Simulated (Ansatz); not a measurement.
The system is HfN.

```xyz
4
Lattice="3.1339 0.0000 0.0000 -1.5670 2.7140 0.0000 0.0000 0.0000 5.4168" Properties=species:S:1:pos:R:3 pbc="T T T"
Hf    0.0000    1.8094    1.3542
Hf    1.5670    0.9047    4.0626
N     0.0000    0.0000    2.7084
N     0.0000    0.0000    0.0000
```

The cell comes from a database or a generator and needn't be the stable form of this composition.

Base run:

| Quantity | Value |
| --- | --- |
| Program | Ansatz 0.2.0 |
| Functional | r2SCAN |
| Potentials or basis | Ansatz PAW |
| Cutoff | 500 eV (not typed: the program's choice for these potentials) |
| k mesh | 10 × 10 × 5 |
| Occupations | fermi-dirac, width 0.05 eV |
| Spin | no spin polarisation |

Its results: band gap on the k mesh none (metal or under the smearing width); pressure 2.2 GPa.

Question: The run is repeated on the same cell with these changes: functional from r2SCAN to LDA; cutoff from 500 eV (not typed: the program's choice for these potentials) to 420 eV (not typed: the program's choice for these potentials). What comes out?

Answer: Band gap on the k mesh none (metal or under the smearing width); pressure -9.0 GPa.

Caveats: spin-orbit coupling is left out, which moves the levels of the heavy elements; the PAW data sets come from PBE, with cores solved anew for the run's functional, which leaves a small shift of forces and pressure.
